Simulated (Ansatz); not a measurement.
Co under changes of volume

One of the cells (10.688 Å³/atom); the others are scaled copies at fixed shape and fractional positions:

```
CELL_PARAMETERS angstrom
2.47056 0.00000 0.00000
-1.23528 2.13957 0.00000
0.00000 0.00000 8.08823
ATOMIC_POSITIONS crystal
Co 0.66667 0.33333 0.75000
Co 0.00000 0.00000 0.50000
Co 0.33333 0.66667 0.25000
Co 0.00000 0.00000 0.00000
```

```yaml
Program: Ansatz 0.2.0
Functional: PBE
Potentials_or_basis: Ansatz PAW polarizable
Cutoff: "420 eV (not typed: the program's choice for these potentials)"
k_mesh: 12 × 12 × 4
Occupations: fermi-dirac, width 0.05 eV
Spin: collinear spin, ferromagnetic start
Starting_moments: "[2.0, 2.0, 2.0, 2.0] μB"
```

| volume (Å³/atom) | energy over the lowest point (meV/atom) | pressure (GPa) | moment (μB per cell) |
| --- | --- | --- | --- |
| 10.047 | ? | ? | ? |
| 10.261 | 29.08 | 14.8 | 6.40 |
| 10.475 | 12.86 | 9.5 | 6.52 |
| 10.688 | 3.32 | 4.7 | 6.61 |
| 10.902 | 0.00 | 0.3 | 6.68 |
| 11.116 | 2.28 | -3.6 | 6.74 |
| 11.330 | 9.49 | -7.1 | 6.80 |

Question: What does the run at 10.047 Å³/atom give?

Answer: Energy over the lowest point 52.47 meV/atom; pressure 20.6 GPa; moment 6.27 μB per cell.

Worked out: A Birch-Murnaghan fit of order 3 (a polynomial in V^(-2/3)) to the other rows has its minimum at 10.92 Å³/atom with B0 = V·E''(V) = 211 GPa and B' = 4.1 at fixed shape and positions, which overstates the stiffness. It gives 52.91 meV/atom at 10.047 Å³/atom, against the run's 52.47, and -dE/dV = 20.8 GPa, against 20.6. A parabola through the other rows of the moment, of slope 0.611 μB per Å³/atom there, extrapolates to 6.28 μB, against the run's 6.27.

Energies are extrapolated to zero smearing.
